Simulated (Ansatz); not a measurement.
# CdS (F-43m): the host for defect calculations

Aim: the runs on the perfect crystal CdS (F-43m) that a defect calculation needs first.

Program: Ansatz 0.2.0. Level of theory: plane-wave PAW DFT, r2SCAN; relaxation of the host's cell and atoms; PAW set soft_1, in the first sound run; inputs show where later runs differ. Results are calculated unless marked as measured.

Report form: the programs' logs are mostly left out.

## (1) The structure

It takes space group F-43m (No. 216, cubic). The conventional cell has a = 5.886 Å, b = 5.886 Å, c = 5.886 Å, α = 90.00°, β = 90.00°, γ = 90.00°. Nearest to Cd lie 4 S at 2.55 Å. Nearest to S lie 4 Cd at 2.55 Å. Farther neighbours and most contacts between anions are not listed.

## (2) Host cell relaxation

Cell and atoms are relaxed together, until forces and stress fall under their thresholds.

File cell/input.yaml:

```yaml
crystal:
  lattice:
    - [0.0, 2.9429535, 2.9429535]
    - [2.9429535, 0.0, 2.9429535]
    - [2.9429535, 2.9429535, 0.0]
  atoms:
    - { symbol: Cd, position: [0.0, 0.0, 0.0] }
    - { symbol: S, position: [0.75, 0.75, 0.75] }
basis:
  ecutwfc: 500
  xc_grid: 2
hamiltonian:
  xc: r2scan
  pseudopotentials: { kind: paw, azcp: { folder: soft_1 } }
kpoints:
  mp_grid: { grid: [8, 8, 8] }
scf:
  occupations: { method: fixed }
  max_iter: 100
relax:
  f_tol: 0.005
  max_steps: 60
  cell: {}
output:
  forces: true
  stress: true
checkpoint:
  write: "../cell.run"
  compress: false
  write_wavefunctions: false
  write_every: 100000
```

Started as:

```sh
$ ansatz run input.yaml --threads 32 --pin off --max-ram 56524MiB --backend cuda --events-out ev --progress --plain --runs-dir out --max-vram 78GiB
```

Wall time 1.5 s (1 × NVIDIA GB200 with 32 threads of Arm Neoverse V2, shared host); peak memory 1.1 GiB.

Step by step:

```csv
step,energy less that of the first step (eV),largest force component (eV/Å),pressure (GPa),volume (Å³)
1,0.0000,0.0000,-0.21,50.98
2,-0.0002,0.0000,0.01,50.79
3*,-0.0001,0.0000,0.01,50.79
```

Relaxation steps marked * repeat the geometry before them on a plane-wave basis chosen anew for their cell, so energy and pressure can jump there.

```csv
"conventional cell, symmetrised",before,after,change
a (Å),5.886,5.879,-0.1 %
b (Å),5.886,5.879,-0.1 %
c (Å),5.886,5.879,-0.1 %
volume (Å³/atom),25.49,25.40,-0.4 %
```

The relaxed structure:

```xyz
2
Lattice="0.0000 2.9393 2.9393 2.9393 0.0000 2.9393 2.9393 2.9393 0.0000" Properties=species:S:1:pos:R:3 pbc="T T T"
Cd    0.0000    0.0000    0.0000
S     4.4090    4.4090    4.4090
```

Numbers from this step:

```
pressure : 0.01104 GPa
```

The cell shrank by 0.4 % in volume.

## (3) Dielectric tensors of the host

The response to a uniform electric field gives the electronic dielectric tensor.

This step: plane-wave PAW DFPT, PBEsol; dielectric tensors, Born charges and zone-centre modes of the host; PAW set soft_1 (Ansatz 0.2.0).

File eps/input.yaml:

```yaml
crystal:
  lattice:
    - [0.0, 2.9393432256, 2.9393432256]
    - [2.9393432256, 0.0, 2.9393432256]
    - [2.9393432256, 2.9393432256, 0.0]
  atoms:
    - { symbol: Cd, position: [0.0, 0.0, 0.0] }
    - { symbol: S, position: [0.75, 0.75, 0.75] }
basis:
  ecutwfc: 420
hamiltonian:
  xc: pbesol
  pseudopotentials: { kind: paw, azcp: { folder: soft_1 }, xc_functional: pbe }
kpoints:
  mp_grid: { grid: [7, 7, 7] }
scf:
  occupations: { method: fixed }
  max_iter: 100
phonons:
  method: dfpt
  dielectric: true
  rigid_motions: translations
```

Run time: 6 s. Hardware: 1 × NVIDIA GB200 with 32 threads; peak memory 1.5 GiB.

Electronic dielectric tensor:

```
6.49 0.00 0.00
0.00 6.49 0.00
0.00 0.00 6.49
```

Static dielectric tensor:

```
10.34  0.00  0.00
 0.00 10.34  0.00
 0.00  0.00 10.34
```

The electronic dielectric tensor is isotropic, 6.49. The static dielectric tensor is isotropic, 10.34.

## (4) Primitive cell on a dense mesh

A dense mesh gives the host's converged energy, against which the supercell's sampling is tested.

This step: plane-wave PAW DFT, r2SCAN; single point of the host's primitive cell on a dense mesh; PAW set soft_1 (Ansatz 0.2.0).

File dense/input.yaml:

```yaml
crystal:
  lattice:
    - [0.0, 2.9393432256, 2.9393432256]
    - [2.9393432256, 0.0, 2.9393432256]
    - [2.9393432256, 2.9393432256, 0.0]
  atoms:
    - { symbol: Cd, position: [0.0, 0.0, 0.0] }
    - { symbol: S, position: [0.75, 0.75, 0.75] }
basis:
  ecutwfc: 500
  xc_grid: 2
hamiltonian:
  xc: r2scan
  pseudopotentials: { kind: paw, azcp: { folder: soft_1 } }
kpoints:
  mp_grid: { grid: [8, 8, 8] }
scf:
  occupations: { method: fermi_dirac, width: 0.01 }
  max_iter: 80
```

Run time: 1.6 s. Hardware: 1 × NVIDIA GB200 with 32 threads; peak memory 1.1 GiB.

## (5) Self-consistent run

This step: plane-wave PAW DFT, r2SCAN; single point of the defect-free supercell, a test of its k-points; PAW set soft_1 (Ansatz 0.2.0).

System of this step: CdS (F-43m). The cell holds 54 atoms: 27 Cd and 27 S. Its edges and angles: a = 12.471 Å, b = 12.471 Å, c = 12.471 Å, α = 60.0°, β = 60.0°, γ = 60.0°.

File pristine.sampling/input.yaml:

```yaml
crystal:
  lattice:
    - [0.0, 8.8180296768, 8.8180296768]
    - [8.8180296768, 0.0, 8.8180296768]
    - [8.8180296768, 8.8180296768, 0.0]
  atoms:
    - { symbol: Cd, position: [0.0, 0.0, 0.0] }
    - { symbol: S, position: [0.25, 0.25, 0.25] }
    - { symbol: Cd, position: [0.0, 0.0, 0.3333333333] }
    - { symbol: S, position: [0.25, 0.25, 0.5833333333] }
    - { symbol: Cd, position: [0.0, 0.0, 0.6666666667] }
    - { symbol: S, position: [0.25, 0.25, 0.9166666667] }
    - { symbol: Cd, position: [0.0, 0.3333333333, 0.0] }
    - { symbol: S, position: [0.25, 0.5833333333, 0.25] }
[... 42 atom lines left out ...]
    - { symbol: Cd, position: [0.6666666667, 0.6666666667, 0.3333333333] }
    - { symbol: S, position: [0.9166666667, 0.9166666667, 0.5833333333] }
    - { symbol: Cd, position: [0.6666666667, 0.6666666667, 0.6666666667] }
    - { symbol: S, position: [0.9166666667, 0.9166666667, 0.9166666667] }
basis:
  ecutwfc: 500
  xc_grid: 2
hamiltonian:
  xc: r2scan
  pseudopotentials: { kind: paw, azcp: { folder: soft_1 } }
kpoints:
  mp_grid: { grid: [1, 1, 1], shift: [0.25, 0.25, 0.25] }
scf:
  occupations: { method: fermi_dirac, width: 0.01 }
  max_iter: 80
```

Elapsed: 1.7 s, on 1 × NVIDIA GB200 with 32 threads; peak memory 1.5 GiB.

Numbers from this step:

```
energy over dense mesh : 0.03273 eV/atom
```

## (6) Summary of results

| Quantity | Value |
| --- | --- |
| primitive cell vectors, lengths | 4.157, 4.157, 4.157 Å |
| electronic dielectric constant | 6.49 |
| static dielectric constant | 10.34 |
| gap on the k-mesh of the response run (PBEsol) | 0.95 eV |
| energy an atom at one point at (¼, ¼, ¼) less that on the dense mesh | 0.033 eV |

**Reading.** The k-mesh can miss the band edges, so this gap is an upper bound at this level. All at zero temperature.

[Logs are printed without paths, hosts, clocks, repeated set-up lines and the standing remarks that a program may print on its own settings, such as how far it seeks lower states.]

[Hosts, paths, dates, database ids (printed as entryN), source tags and the programs' standing remarks are cut or masked in the printed files.]

[Runs of the host that timed out are not shown.]

[For some hosts the program warned that the k-mesh of the response run may be too coarse for force constants and the static dielectric constant; such warnings are not always shown.]

[The program warned that the k-mesh of a response run behind this text may be too coarse: force constants, and the static dielectric constant and all else formed from them, are not shown converged.]
